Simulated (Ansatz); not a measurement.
**Yb2, 2 atoms: a scaling test**

Aim: measure how long a single point at PBE takes on Yb2, and how the time changes with the share of the machine.

Program: Ansatz 0.2.0 (single point, PBE, LAPW). Host: AMD EPYC 7R13 (Zen 3), 96 cores, 96 hardware threads, 1656 GiB, 8 × H100 80GB HBM3, 81559 MiB; it was booked for these runs alone, one at a time. Each run is timed once from launch to exit, start-up included.

## (1) The job

The cell holds 2 atoms in 80 Å³, 2×1×1 copies of a database cell.

## (2) First run

input.yaml

```yaml
crystal:
  lattice:
    - [-4.302966, 4.302966, 4.302966]
    - [2.151483, -2.151483, 2.151483]
    - [2.151483, 2.151483, -2.151483]
  atoms:
    - { symbol: Yb, position: [0.000000, 0.000000, 0.000000] }
    - { symbol: Yb, position: [0.500000, 0.000000, 0.000000] }
kpoints:
  mp_grid: { grid: [3, 6, 6] }
hamiltonian:
  xc: pbe
  pseudopotentials: { kind: all_electron, lapw: {} }
scf:
  occupations: { method: gaussian, width: 0.05 }
  convergence: { dr2_threshold: 1.0e-4 }
output: { eigenvalues: true }
```

Run with:

```sh
$ ansatz run input.yaml --backend cuda --devices 8 --events-out ev --progress --plain --runs-dir out
```

## (3) On 1 GPU, 96 threads

input.yaml is that of step 2.

(Steps that only read results are left out.)

Q: Predict the timings and the best choice. Wanted: reference; fastest over GPUs; speed-up from 1 to 8 GPUs.

As calculated:

| quantity | value |
| --- | --- |
| reference | 8.1 s on 8 GPUs, 96 threads |
| fastest over GPUs | 3.6 s on 1 |
| speed-up from 1 to 8 GPUs | 0.44 (6 % efficient) |

8 GPUs are no faster than 1: the job is too small for them. The figures hold for this build, input and host.
